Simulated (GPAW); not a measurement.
Crystal: TiB2.

```
Ti B
1.0
     3.02920    0.00000    0.00000
    -1.51460    2.62336    0.00000
     0.00000    0.00000    3.22840
Ti B
1 2
Cartesian
  0.0000 0.0000 0.0000
  1.5146 0.8745 1.6142
  0.0000 1.7489 1.6142
```

| Quantity | Value |
| --- | --- |
| Program | GPAW 26.7.0 |
| Task | relaxation of cell and atoms |
| Functional | PBEsol |
| Dispersion | D3 |
| Potentials or basis | PAW data sets generated in the run's folder for this functional |
| Cutoff | 800 eV |
| Basis | pw |
| k mesh | 7 × 7 × 6 |
| Occupations | fermi-dirac, width 0.05 eV |
| Spin | no spin polarisation |

At the start: pressure -9.5 GPa; volume 8.55 Å³/atom.

Where does the relaxation end?

Over 6 steps the energy falls by 9.5 meV/atom and the volume is 8.24 Å³/atom (-3.6 %); space group P6/mmm (No. 191, to 0.05 Å).

Step by step:
```
step  energy change (eV)  largest force (eV/Å)  pressure (GPa)  volume (Å³)
   1              0.0000                0.0000           -9.49        25.66
   2             -0.0097                0.0000           -7.72        25.47
   3             -0.0271                0.0000            0.58        24.68
   4             -0.0275                0.0000            0.28        24.70
   5             -0.0285                0.0000           -0.37        24.74
   6             -0.0285                0.0000           -0.19        24.72
```

Final structure:
```cif
data_structure
_symmetry_space_group_name_H-M 'P 1'
_symmetry_Int_Tables_number 1
_cell_length_a 3.0044
_cell_length_b 3.0044
_cell_length_c 3.1628
_cell_angle_alpha 90.000
_cell_angle_beta 90.000
_cell_angle_gamma 120.000
_cell_volume 24.72
loop_
_atom_site_label
_atom_site_type_symbol
_atom_site_fract_x
_atom_site_fract_y
_atom_site_fract_z
_atom_site_occupancy
Ti1 Ti 0.00000 0.00000 0.00000 1
B1 B 0.66667 0.33333 0.50000 1
B2 B 0.33333 0.66667 0.50000 1
```

Caveat: later steps reuse the first step's grids; pairwise dispersion overbinds metals, which lowers pressure and volume.
